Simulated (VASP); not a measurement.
Re:

```
CELL_PARAMETERS angstrom
2.64563 0.00000 0.00000
-1.32282 2.29118 0.00000
0.00000 0.00000 4.27222
ATOMIC_POSITIONS crystal
Re 0.66667 0.33333 0.75000
Re 0.33333 0.66667 0.25000
```

The cell isn't the ideal one: volume scaled by 0.88.

- Program: VASP 6.6.1
- Task: relaxation of cell and atoms
- Functional: PBE
- Dispersion: dDsC
- Potentials or basis: VASP PAW PBE potentials, release 64 (Re)
- Cutoff: 580 eV
- k mesh: 8 × 8 × 5
- Occupations: methfessel-paxton, width 0.1 eV
- Spin: spin-orbit coupling, no magnetisation

At the start: pressure 68.2 GPa; volume 12.95 Å³/atom.

**Question.** Where does the relaxation end?

**Answer.** Over 4 steps the energy falls by 386.0 meV/atom and the volume is 14.78 Å³/atom (+14.1 %); space group P6_3/mmc (No. 194, to 0.05 Å).

Step by step:
| step | energy change (eV) | largest force (eV/Å) | pressure (GPa) | volume (Å³) |
| --- | --- | --- | --- | --- |
| 1 | 0.0000 | 0.0129 | 68.18 | 25.90 |
| 2 | -0.7562 | 0.0141 | 5.64 | 29.14 |
| 3 | -0.7705 | 0.0123 | 0.83 | 29.50 |
| 4 | -0.7719 | 0.0128 | 0.01 | 29.56 |

Final structure:
```
CELL_PARAMETERS angstrom
2.76400 -0.00010 0.00012
-1.38209 2.39365 -0.00012
0.00020 -0.00012 4.46815
ATOMIC_POSITIONS crystal
Re 0.66673 0.33327 0.75003
Re 0.33327 0.66673 0.24997
```
